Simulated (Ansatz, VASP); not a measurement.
**SrO in VASP and in Ansatz**

```xyz
4
Lattice="4.1146 0.0000 0.0000 -2.0573 3.5634 0.0000 0.0000 0.0000 5.0390" Properties=species:S:1:pos:R:3 pbc="T T T"
Sr    0.0000    2.3756    4.8249
Sr    2.0573    1.1878    2.3055
O     0.0000    2.3756    2.1037
O     2.0573    1.1878    4.6231
```

Alike in both runs: task single point; functional PBEsol; k mesh 9 × 9 × 6; occupations gaussian, width 0.02 eV; no spin polarisation.

|  | VASP | Ansatz |
| --- | --- | --- |
| version | VASP 6.6.1 | Ansatz 0.2.0 |
| potentials or method | VASP PAW PBE potentials, release 64 (Sr_sv, O) | scalar-relativistic, plane waves, PAW |
| plane-wave cutoff (eV) | 520 | 420 |
| valence electrons in the cell | 32 | 32 |

|  | VASP | Ansatz | Ansatz less VASP |
| --- | --- | --- | --- |
| gap on the k mesh at the Fermi level (eV) | 2.95 | 2.94 | -0.010 |
| least direct gap on the mesh (eV) | 2.95 | 2.94 | -0.010 |
| pressure (GPa) | 8.3 | 7.5 | -0.83 |
| largest component of the traceless stress (GPa) | 2.61 | 2.47 | -0.142 |
| rms of the force components (eV/Å) | 0.424 | 0.398 | -0.0258 |

Atom by atom the forces differ by 0.026 eV/Å (rms over components).

Caveats: the PAW data sets were made with another functional, which shifts forces and pressure a little (VASP); an odd mesh through Γ misses points on the zone boundary, where band edges often lie.
